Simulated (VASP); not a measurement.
Write the native input for VASP 6.6.1 that does the following.

```
Task                   : relaxation of cell and atoms
Functional             : r2SCAN
Potentials or basis    : VASP PAW PBE potentials, release 64 (Pb_d, S)
Cutoff                 : 520 eV
k mesh                 : 10 × 10 × 10
Occupations            : gaussian, width 0.02 eV
Spin                   : no spin polarisation
Further INCAR settings : ALGO = Normal; EDIFF = 1e-07; IBRION = 2; EDIFFG = -0.002; NSW = 80; ISIF = 3
```

The structure of PbS lies in POSCAR:

```
PbS                                     
1.0
   -0.0000000000      2.9867848686      2.9867848686
    2.9867848686      0.0000000000      2.9867848686
    2.9867848686      2.9867848686     -0.0000000000
  Pb              S             
     1     1
Direct
     0.0000000000000000    0.0000000000000000    1.0000000000000000
     0.5000000000000000    0.5000000000000000    0.5000000000000000
```

The input as run:

INCAR

```
  PREC = Accurate
  ENCUT = 520
  EDIFF = 1E-7
  ISMEAR = 0
  SIGMA = 0.02
  LREAL = False
  LASPH = True
  NELM = 80
  ALGO = Normal
  ISIF = 3
  LWAVE = False
  LCHARG = False
  METAGGA = R2SCAN
  LMIXTAU = True
  IBRION = 2
  NSW = 80
  EDIFFG = -0.002
```

KPOINTS

```
Automatic mesh
0
Gamma
  10 10 10
```

Potentials or basis: VASP PAW PBE potentials, release 64 (Pb_d, S).

Launch:

```bash
$ cat potpaw_PBE.64/Pb_d/POTCAR potpaw_PBE.64/S/POTCAR > POTCAR
$ mpirun -np 1 vasp_std > vasp.out
```

It gave:

| Quantity | Value |
| --- | --- |
| Pressure after relaxing | 0.0 GPa |
| Band gap on the k mesh | 0.70 eV, direct |

Caveat: the relaxation stopped at its first step, so nothing moved; the PAW data sets were made with another functional, which shifts forces and pressure a little; spin-orbit coupling is left out, which as a rule narrows the gap of such compounds by several tenths of an eV.

Run time: 100 s on 1 thread of Intel(R) Xeon(R) Platinum 8259CL CPU @ 2.50GHz (Skylake/Cascade Lake), on a shared host, peak memory 0.2 GiB.
